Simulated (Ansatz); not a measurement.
# HfC (antiNiAs): response to moved atoms and strain

Aim: move atoms of HfC (antiNiAs) or strain its cell, and read the forces, the stress and the rise in energy. This structure was made by substitution into a known type, so it needn't be the compound's stable form.

Computed with Ansatz 0.2.0 (DFT PBE, scalar-relativistic, plane waves, PAW, unless a step's input says otherwise).

1 further run of the same task is left out (it didn't finish). Runs told in other sessions of the task aren't counted.

## Step 1: The starting structure

Symmetry: P6_3/mmc, No. 194, hexagonal system. The conventional cell has a = 3.330 Å, b = 3.330 Å, c = 5.227 Å, α = 90.00°, β = 90.00°, γ = 120.00°. Hf (site symmetry -6m2) is surrounded by 6 C at 2.32 Å. C (site symmetry -3m) has 6 Hf at 2.32 Å in its first shell of neighbours.

Coordinates:

```cif
data_structure
_symmetry_space_group_name_H-M 'P 1'
_symmetry_Int_Tables_number 1
_cell_length_a 3.3299
_cell_length_b 3.3299
_cell_length_c 5.2275
_cell_angle_alpha 90.000
_cell_angle_beta 90.000
_cell_angle_gamma 120.000
_cell_volume 50.20
loop_
_atom_site_label
_atom_site_type_symbol
_atom_site_fract_x
_atom_site_fract_y
_atom_site_fract_z
_atom_site_occupancy
Hf1 Hf 0.33333 0.66667 0.25000 1
Hf2 Hf 0.66667 0.33333 0.75000 1
C1 C 0.00000 0.00000 0.00000 1
C2 C 0.00000 0.00000 0.50000 1
```

An earlier run at PBE left this cell at 12.550 Å³/atom and 0.01 GPa (12×12×8 mesh).

The changes: atom 2 (Hf) moved 0.2 Å along y; atom 1 (Hf) moved 0.08 Å along x; strain e2 = +0.03, atoms carried along; strain e1 = +0.01, atoms carried along; all atoms moved at random (σ = 0.03 Å), cell strained at random (1 %); all atoms moved at random (σ = 0.03 Å), cell strained at random (1 %).

## Step 2: Atom 2 (Hf) moved 0.2 Å along y

input.yaml

```yaml
crystal:
  lattice:
    - [3.3299329653, 0.0, 0.0]
    - [-1.6649664827, 2.8838065409, 0.0]
    - [0.0, 0.0, 5.2274907433]
  atoms:
    - { symbol: Hf, position: [0.3333333333, 0.6666666667, 0.25] }
    - { symbol: Hf, position: [0.7013430566, 0.4026861131, 0.75] }
    - { symbol: C, position: [0.0, 0.0, 0.0] }
    - { symbol: C, position: [0.0, 0.0, 0.5] }
basis:
  ecutwfc: 420
  ecutrho_ratio: 4
kpoints:
  mp_grid: { grid: [12, 12, 8] }
hamiltonian:
  xc: pbe
scf:
  occupations: { method: gaussian, width: 0.05 }
output:
  forces: true
  stress: true
  eigenvalues: true
  write_density: true
  write_potential: true
  elf: true
  volumetric_format: npy
```

Command:

```sh
ansatz run input.yaml --threads 2 --pin off --max-ram 2662MiB --backend cpu --events-out ev --progress --plain --runs-dir out
```

Output:

```text
Warning: RAYON_NUM_THREADS=2 ignored (pool sized by the plan → 2); use --threads N
Engine: ansatz 0.2.0, aarch64-unknown-linux-gnu
Pseudopotentials: kind: paw
Pseudopotential: Hf, paw, valence charge 26, recommended cutoff 420 eV (normal), Hf.paw.azcp
Pseudopotential: C, paw, valence charge 4, recommended cutoff 420 eV (normal), C.paw.azcp
Functional definition: PBE
  parameter kappa = 0.804
  parameter beta = 0.06672455060314922
  exchange = pbe_x(kappa = kappa, mu = beta*pi^2/3)
  correlation = pbe_c(beta = beta)
Crystal: 4 atoms, lattice volume = 50.199 Å³
Basis set: ecut = 420 eV, 977 PW (Γ), exchange–correlation on 48×48×72 points (8 copies of the dense FFT grid, shifted against one another)
Bands: 36, of which v1, the nominal top of the filled ones, is band 30 counted from 1 (29 counted from 0)
Symmetry: 4 space group operations
Space group: Amm2 (ITA 38), of the structure as read, at distance tolerance 3.7e-5 Å
k-points: 215 of 1152 (time reversal used)
Non-local potential: Hf, projectors of the file, l = 0: 3, l = 1: 2, l = 2: 2, l = 3: 3
Non-local potential: C, projectors of the file, l = 0: 2, l = 1: 2, l = 2: 1
PAW form: soft (Blöchl's): semilocal exchange-correlation on the pseudo side does not see the compensation charge
PAW one-centre angular grid: Hf, 590 points (default); XC on 64 Gauss nodes
PAW one-centre angular grid: C, 110 points (default); XC on 64 Gauss nodes
Initial density: superposition of atomic densities (neutral atoms: chi_scale 0, normalization atom), corrected by the library's trained network
Initial wavefunctions: pseudopotential atomic-orbital guess
Functional: x = pbe(κ = 0.804, μ = 0.2195149727645171), c = pbe(β = 0.06672455060314922)
SCF iter   1: F=—  HF=-31947.171248 eV  |F-HF|=—  |Δ(HF+E_count)|=         —  Δρ=9.10e-3  dr2=2.68e-2  ethr=1.77e-3  ⟨swp⟩=4.2  Hψ=23918  notcnv=0  defer=20
preconditioner: auto → Kerker (q_TF=auto, 2.811 Å⁻¹)  [metal: Δε(μ)=0.015 eV  Ē_g=17.306 eV  σ=0.050 eV  W_gap=0.17  n_scr=22 (ndim 8)  ℏωp=39.2 eV  f_vac=0.000  D(μ)=1.08/eV (n_scr^D=2)]
SCF iter   2: F=—  HF=-31947.167821 eV  |F-HF|=—  |Δ(HF+E_count)|=   3.43e-3  Δρ=4.92e-3  dr2=6.38e-3  ethr=4.47e-5  ⟨swp⟩=2.2  Hψ=13727  notcnv=0  defer=98
SCF iter   3: F=—  HF=-31947.167732 eV  |F-HF|=—  |Δ(HF+E_count)|=   8.95e-5  Δρ=1.29e-3  dr2=5.94e-4  ethr=1.06e-5  ⟨swp⟩=2.0  Hψ=12049  notcnv=0  defer=98
SCF iter   4: F=—  HF=-31947.167135 eV  |F-HF|=—  |Δ(HF+E_count)|=   5.97e-4  Δρ=6.00e-4  dr2=1.48e-4  ethr=9.90e-7  ⟨swp⟩=2.0  Hψ=13905  notcnv=0  defer=98
SCF iter   5: F=—  HF=-31947.167117 eV  |F-HF|=—  |Δ(HF+E_count)|=   1.72e-5  Δρ=1.49e-4  dr2=1.19e-5  ethr=2.46e-7  ⟨swp⟩=2.0  Hψ=10027  notcnv=0  defer=98
SCF iter   6: F=—  HF=-31947.167174 eV  |F-HF|=—  |Δ(HF+E_count)|=   5.70e-5  Δρ=4.58e-5  dr2=1.08e-6  ethr=1.98e-8  ⟨swp⟩=2.2  Hψ=13123  notcnv=0  defer=98
SCF iter   7: F=—  HF=-31947.167175 eV  |F-HF|=—  |Δ(HF+E_count)|=   2.15e-7  Δρ=2.40e-5  dr2=3.09e-7  ethr=1.80e-9  ⟨swp⟩=2.2  Hψ=13956  notcnv=0  defer=98
SCF iter   8: F=-31947.167174 eV  HF=-31947.167174 eV  |F-HF|=9.17e-9  |Δ(HF+E_count)|=   5.21e-7  Δρ=6.82e-6  dr2=1.70e-8  ethr=1.67e-10  ⟨swp⟩=14.3  Hψ=73408  notcnv=0
SCF 1 converged in 8 iterations: F = -31947.167174 eV  dr2 = 1.70e-8
SCF converged after 8 iterations
Free energy (F): -31947.167174 eV
Harris-Foulkes:  -31947.167174 eV  (|F-HF|=9.17e-9)
Internal energy: -31947.165865 eV  (E = F + TS)
E sigma→0 (E₀):  -31947.166519 eV
Entropy (-TS):   -0.001309 eV (-0.327 meV/atom)
Fermi energy:    20.646628 eV
--- Per-component energies (eV) ---
  E_band       = 230.381643
  E_kinetic    = 1024.806334
  E_local      = -9992.794827  (includes V_loc(G=0)·N_el)
  E_nonlocal   = -2433.480285
  E_hartree    = 4727.375263
  E_xc         = -698.326033
  E_vxc        = -654.580029  (∫ρ·V_xc dr)
  E_paw        = -14053.709365  (= ΣΔE_a)
  E_vpaw       = 2831.690047  (= ΣTr[D̂ρ^β])
  E_aug_tail   = 0.000010  (compensation charges beyond the density's cutoff)
  E_ewald      = -10521.036961
  E_smearing   = -0.001309  (= −TS)
  E_closure    = 0.000000  (closes the sum)
  Σ components = -31947.167174   (vs F -31947.167174, Δ=0.00e0)
--- Forces (eV/Å), atoms counted from 1 ---
  atom   1  Hf     0.00000000    -0.07584855     0.00000000
  atom   2  Hf     0.00000000    -3.39673807     0.00000000
  atom   3  C     -0.00000000     1.73630434     0.32845342
  atom   4  C     -0.00000000     1.73630434    -0.32845342
  max |Σ_I F_I| component: 2.21e-5 eV/Å
--- Stress (GPa, compression-positive) ---
        1.193323      -0.000000       0.000000
       -0.000000       2.565032       0.000000
        0.000000       0.000000       5.032564
  P = ⅓ Tr σ = 2.9303 GPa (29.303 kbar)
--- Band table (eV; the first three rows and the last of 215) ---
  k-point 0: bands = ["-40.8464", "-40.7906", "-10.0185", "-9.4709", "-9.3767", "-9.3443", "-9.3335", "-9.2605", "7.5549", "9.1699", "9.1849", "9.2033", "9.2044", "9.2176", "9.2220", "9.2491", "9.2494", "9.2594", "9.2609", "9.2667", "9.2720", "9.2831", "9.2943", "12.0146", "13.7534", "17.4148", "17.7105", "18.8462", "19.8927", "21.1650", "22.1997", "22.2189", "22.3604", "22.6149", "23.2504", "24.2426"]
  k-point 1: bands = ["-40.8447", "-40.7923", "-9.9918", "-9.4659", "-9.3770", "-9.3453", "-9.3386", "-9.2900", "7.6537", "9.1581", "9.1856", "9.2018", "9.2090", "9.2177", "9.2250", "9.2388", "9.2541", "9.2589", "9.2612", "9.2706", "9.2753", "9.2863", "9.2945", "11.5725", "14.2501", "17.4469", "17.6892", "18.7340", "19.6349", "20.9305", "21.9156", "22.2874", "22.8199", "23.0219", "23.4000", "24.3583"]
  k-point 2: bands = ["-40.8401", "-40.7969", "-9.9150", "-9.4518", "-9.3968", "-9.3548", "-9.3530", "-9.3474", "7.9389", "9.1247", "9.1896", "9.2007", "9.2122", "9.2209", "9.2258", "9.2281", "9.2515", "9.2615", "9.2669", "9.2778", "9.2855", "9.2948", "9.2952", "10.7952", "15.2025", "17.5498", "17.6422", "18.5016", "19.1186", "19.9172", "22.3361", "22.7128", "23.4935", "23.6847", "23.8283", "24.6650"]
  k-point 214: bands = ["-40.8078", "-40.7830", "-9.9295", "-9.8860", "-9.6011", "-9.5852", "-9.3925", "-9.3912", "9.1099", "9.1377", "9.2080", "9.2220", "9.2243", "9.2336", "9.2338", "9.2406", "9.2422", "9.2458", "9.2594", "9.2596", "9.2683", "9.2772", "10.4374", "10.5645", "15.5763", "15.6461", "17.5575", "18.0368", "18.1792", "18.6219", "21.8980", "22.2383", "25.1514", "25.3012", "26.4720", "26.6109"]
```

Run time: 19 s. Hardware: 2 threads of Arm Neoverse V2, shared host; peak memory 0.52 GiB.

Result: volume 12.550 Å³/atom, pressure 2.93 GPa, no gap.

Forces on the atoms, as numbers:

```csv
atom,x (eV/Å),y (eV/Å),z (eV/Å)
Hf1,0.000,-0.076,0.000
Hf2,0.000,-3.397,0.000
C3,0.000,1.736,0.328
C4,0.000,1.736,-0.328
```

The maps below are laid out on this run's own conventional cell (a, b, c = 5.227, 3.330, 5.768 Å).

Density in a lattice plane of the grid's cell (edges 5.23 and 5.77 Å, at 0.000 of the third edge), which holds Hf and C.

Values in e/Å³, 12 rows by 10 columns:
```
 1.53  0.85  0.30  0.30  0.85  1.53  0.98  0.42  0.42  0.98
 0.53  0.35  0.20  0.20  0.35  0.53  0.70  2.29  2.29  0.70
 0.23  0.17  0.13  0.13  0.17  0.23  2.20 18.23 18.22  2.20
 0.17  0.13  0.12  0.12  0.13  0.17  2.58 21.86 21.85  2.59
 0.16  0.14  0.14  0.14  0.14  0.16  0.65  4.10  4.10  0.65
 0.16  0.24  0.66  0.66  0.24  0.16  0.17  0.25  0.25  0.17
 0.17  1.30 10.02 10.03  1.29  0.17  0.14  0.12  0.12  0.14
 0.18  3.02 25.91 25.94  3.01  0.18  0.13  0.12  0.12  0.13
 0.23  1.32  9.94  9.95  1.32  0.23  0.17  0.14  0.14  0.17
 0.50  0.48  0.72  0.72  0.48  0.50  0.34  0.20  0.20  0.34
 1.46  0.89  0.33  0.33  0.89  1.46  0.82  0.29  0.29  0.82
 1.65  1.19  0.37  0.37  1.19  1.65  1.20  0.38  0.38  1.21
```
Columns run along the first of these edges and rows up along the second, over one cell in 10 and 12 even steps from the bottom left corner. Atoms in the plane (fractional): Hf at (0.25, 0.33), Hf at (0.75, 0.70), C at (0.00, 0.00), C at (0.50, 0.00).

ELF in the same plane.

Ten even steps from ' ' (0.01) to '@' (0.85):
```
--++##%%**----**%%##++--**%%%%++----++%%%%**
@@@@@@##++----++##@@@@@@@@%%**::....::**%%@@
@@@@%%**==::::==**%%@@@@##==----====----==##
++****==--::::--==****++--::++%%@@@@%%++::--
..--==--::::::::--==--....==%%@@@@@@@@%%==..
  ..::----::::----::..  ..++@@@@@@@@@@@@++..
  ..::------------::..  ..++%%@@@@@@@@%%++..
..::::::::....::::::::....::**%%@@@@%%**::..
............................::==++++==::....
........::----::............................
....::==##%%%%##==::....::::............::::
....==%%@@@@@@@@%%==......::::::::::::::::..
  ..++@@@@@@@@@@@@++..  ..::------------::..
....++%%@@@@@@@@%%++....::------::::------::
::..--**@@@@@@@@**--..::====----::::----====
**==::--++****++--::==**##**++--::::--++**##
@@%%**--::....::--**%%@@@@%%**==::::==**%%@@
@@@@@@##==::::==##@@@@@@@@%%##++----++##%%@@
--++%%%%**----**%%%%++--++####**----**####++
  ..**##**====**##**..  ..**%%**====**%%**..
```
Columns run along the first of these edges and rows up along the second, over one cell in 22 and 20 even steps from the bottom left corner. Atoms in the plane (fractional): Hf at (0.25, 0.33), Hf at (0.75, 0.70), C at (0.00, 0.00), C at (0.50, 0.00).

Both are smooth fields of the valence electrons: close to the nuclei they are not physical.

The highest ELF values outside the cores: 0.83 beside C, off the lines to its neighbours, 0.7 Å from C.

## Step 3: Atom 1 (Hf) moved 0.08 Å along x

input.yaml

```yaml
crystal:
  lattice:
    - [3.3299329653, 0.0, 0.0]
    - [-1.6649664827, 2.8838065409, 0.0]
    - [0.0, 0.0, 5.2274907433]
  atoms:
    - { symbol: Hf, position: [0.357357841, 0.6666666667, 0.25] }
    - { symbol: Hf, position: [0.6666666667, 0.3333333333, 0.75] }
    - { symbol: C, position: [0.0, 0.0, 0.0] }
    - { symbol: C, position: [0.0, 0.0, 0.5] }
basis:
  ecutwfc: 420
  ecutrho_ratio: 4
kpoints:
  mp_grid: { grid: [12, 12, 8] }
hamiltonian:
  xc: pbe
scf:
  occupations: { method: gaussian, width: 0.05 }
output:
  forces: true
  stress: true
  eigenvalues: true
```

Command:

```sh
ansatz run input.yaml --threads 2 --pin off --max-ram 2662MiB --backend cpu --events-out ev --progress --plain --runs-dir out
```

Output (excerpt; [...] marks lines left out):

```text
Warning: RAYON_NUM_THREADS=2 ignored (pool sized by the plan → 2); use --threads N
[...]
[... 4 set-up lines as earlier in the session ...]
[...]
Crystal: 4 atoms, lattice volume = 50.199 Å³
Basis set: ecut = 420 eV, 977 PW (Γ), exchange–correlation on 48×48×72 points (8 copies of the dense FFT grid, shifted against one another)
Bands: 36, of which v1, the nominal top of the filled ones, is band 30 counted from 1 (29 counted from 0)
Symmetry: 2 space group operations
Space group: Pm (ITA 6), of the structure as read, at distance tolerance 3.7e-5 Å
k-points: 370 of 1152 (time reversal used)
[...]
SCF iter   1: F=—  HF=-31947.451407 eV  |F-HF|=—  |Δ(HF+E_count)|=         —  Δρ=8.76e-3  dr2=2.32e-2  ethr=1.77e-3  ⟨swp⟩=4.2  Hψ=41268  notcnv=0  defer=37
[...]
SCF iter   7: F=-31947.448320 eV  HF=-31947.448320 eV  |F-HF|=7.79e-8  |Δ(HF+E_count)|=   1.66e-7  Δρ=9.86e-6  dr2=3.88e-8  ethr=1.67e-10  ⟨swp⟩=8.4  Hψ=74108  notcnv=0
[...]
SCF converged after 7 iterations
Free energy (F): -31947.448320 eV
[...]
E sigma→0 (E₀):  -31947.448032 eV
Entropy (-TS):   -0.000577 eV (-0.144 meV/atom)
Fermi energy:    20.691663 eV
[...]
--- Forces (eV/Å), atoms counted from 1 ---
  atom   1  Hf    -1.24627617    -0.05186047     0.00000000
  atom   2  Hf    -0.01371045    -0.00520698     0.00000000
  atom   3  C      0.63000832     0.02853251    -0.04546475
  atom   4  C      0.63000832     0.02853251     0.04546475
[...]
--- Stress (GPa, compression-positive) ---
        0.307072       0.128277       0.000000
        0.128277       0.242029       0.000000
        0.000000       0.000000       0.758132
  P = ⅓ Tr σ = 0.4357 GPa (4.357 kbar)
--- Band table (eV; the first three rows and the last of 370) ---
[...]
```

It took 23 s on 2 threads of Arm Neoverse V2, shared host; peak memory 0.7 GiB.

In short: volume 12.550 Å³/atom, pressure 0.44 GPa, a metal on this mesh.

Forces on the atoms, as numbers:

```csv
atom,x (eV/Å),y (eV/Å),z (eV/Å)
Hf1,-1.246,-0.052,0.000
C3,0.630,0.029,-0.045
C4,0.630,0.029,0.045
```

## Step 4: Strain e2 = +0.03, atoms carried along

input.yaml, as its differences from that of step 3:

```diff
@@ -3,6 +3,6 @@
     - [3.3299329653, 0.0, 0.0]
-    - [-1.6649664827, 2.8838065409, 0.0]
+    - [-1.6649664827, 2.9703207371, 0.0]
     - [0.0, 0.0, 5.2274907433]
   atoms:
-    - { symbol: Hf, position: [0.357357841, 0.6666666667, 0.25] }
+    - { symbol: Hf, position: [0.3333333333, 0.6666666667, 0.25] }
     - { symbol: Hf, position: [0.6666666667, 0.3333333333, 0.75] }
```

Command:

```sh
ansatz run input.yaml --threads 2 --pin off --max-ram 2662MiB --backend cpu --events-out ev --progress --plain --runs-dir out
```

Output (excerpt; [...] marks lines left out):

```text
Warning: RAYON_NUM_THREADS=2 ignored (pool sized by the plan → 2); use --threads N
[...]
[... 4 set-up lines as earlier in the session ...]
[...]
Crystal: 4 atoms, lattice volume = 51.705 Å³
Basis set: ecut = 420 eV, 1005 PW (Γ), exchange–correlation on 48×48×72 points (8 copies of the dense FFT grid, shifted against one another)
Bands: 36, of which v1, the nominal top of the filled ones, is band 30 counted from 1 (29 counted from 0)
Symmetry: 8 space group operations
Space group: Cmcm (ITA 63), of the structure as read, at distance tolerance 3.7e-5 Å
k-points: 215 of 1152
[...]
SCF iter   1: F=—  HF=-31947.443194 eV  |F-HF|=—  |Δ(HF+E_count)|=         —  Δρ=8.06e-3  dr2=2.05e-2  ethr=1.77e-3  ⟨swp⟩=4.1  Hψ=23883  notcnv=0  defer=21
[...]
SCF iter   7: F=-31947.440655 eV  HF=-31947.440655 eV  |F-HF|=1.57e-8  |Δ(HF+E_count)|=   1.57e-7  Δρ=8.11e-6  dr2=2.91e-8  ethr=1.67e-10  ⟨swp⟩=8.0  Hψ=36970  notcnv=0
[...]
SCF converged after 7 iterations
Free energy (F): -31947.440655 eV
[...]
E sigma→0 (E₀):  -31947.440341 eV
Entropy (-TS):   -0.000628 eV (-0.157 meV/atom)
Fermi energy:    20.069889 eV
[...]
--- Forces (eV/Å), atoms counted from 1 ---
  atom   1  Hf    -0.00000000     0.03106208     0.00000000
  atom   2  Hf     0.00000000    -0.03106208     0.00000000
  atom   3  C      0.00000000     0.00000000     0.00000000
  atom   4  C      0.00000000     0.00000000     0.00000000
[...]
--- Stress (GPa, compression-positive) ---
       -3.330601       0.000000       0.000000
        0.000000     -11.972640       0.000000
        0.000000       0.000000      -4.188044
  P = ⅓ Tr σ = -6.4971 GPa (-64.971 kbar)
--- Band table (eV; the first three rows and the last of 215) ---
[...]
```

Wall time 7.4 s (2 threads of Arm Neoverse V2, shared host); peak memory 0.54 GiB.

Result: volume 12.926 Å³/atom, pressure -6.50 GPa, metallic.

Forces on the atoms, as numbers:

```csv
atom,x (eV/Å),y (eV/Å),z (eV/Å)
Hf1,0.000,0.031,0.000
Hf2,0.000,-0.031,0.000
```

## Step 5: Strain e1 = +0.01, atoms carried along

input.yaml, as its differences from that of step 4:

```diff
@@ -2,4 +2,4 @@
   lattice:
-    - [3.3299329653, 0.0, 0.0]
-    - [-1.6649664827, 2.9703207371, 0.0]
+    - [3.363232295, 0.0, 0.0]
+    - [-1.6816161475, 2.8838065409, 0.0]
     - [0.0, 0.0, 5.2274907433]
```

Command:

```sh
ansatz run input.yaml --threads 2 --pin off --max-ram 2662MiB --backend cpu --events-out ev --progress --plain --runs-dir out
```

Output (excerpt; [...] marks lines left out):

```text
Warning: RAYON_NUM_THREADS=2 ignored (pool sized by the plan → 2); use --threads N
[...]
[... 4 set-up lines as earlier in the session ...]
[...]
Crystal: 4 atoms, lattice volume = 50.701 Å³
Basis set: ecut = 420 eV, 977 PW (Γ), exchange–correlation on 48×48×72 points (8 copies of the dense FFT grid, shifted against one another)
Bands: 36, of which v1, the nominal top of the filled ones, is band 30 counted from 1 (29 counted from 0)
[... 2 set-up lines as earlier in the session ...]
k-points: 215 of 1152
[...]
SCF iter   1: F=—  HF=-31947.494503 eV  |F-HF|=—  |Δ(HF+E_count)|=         —  Δρ=8.47e-3  dr2=2.18e-2  ethr=1.77e-3  ⟨swp⟩=4.2  Hψ=23939  notcnv=0  defer=25
[...]
SCF iter   7: F=-31947.491680 eV  HF=-31947.491680 eV  |F-HF|=3.86e-8  |Δ(HF+E_count)|=   1.21e-7  Δρ=8.28e-6  dr2=3.52e-8  ethr=1.67e-10  ⟨swp⟩=9.6  Hψ=38909  notcnv=0
[...]
SCF converged after 7 iterations
Free energy (F): -31947.491680 eV
[...]
E sigma→0 (E₀):  -31947.491378 eV
Entropy (-TS):   -0.000604 eV (-0.151 meV/atom)
Fermi energy:    20.471199 eV
[...]
--- Forces (eV/Å), atoms counted from 1 ---
  atom   1  Hf     0.00000000     0.00203689     0.00000000
  atom   2  Hf     0.00000000    -0.00203689    -0.00000000
  atom   3  C     -0.00000000     0.00000000     0.00000000
  atom   4  C      0.00000000     0.00000000     0.00000000
[...]
--- Stress (GPa, compression-positive) ---
       -4.137291       0.000000      -0.000000
        0.000000      -1.224359      -0.000000
       -0.000000      -0.000000      -1.507432
  P = ⅓ Tr σ = -2.2897 GPa (-22.897 kbar)
--- Band table (eV; the first three rows and the last of 215) ---
[...]
```

It took 7.7 s on 2 threads of Arm Neoverse V2, shared host; peak memory 0.54 GiB.

Result: volume 12.675 Å³/atom, pressure -2.29 GPa, no gap.

(Part 1 of 2 ends here.)
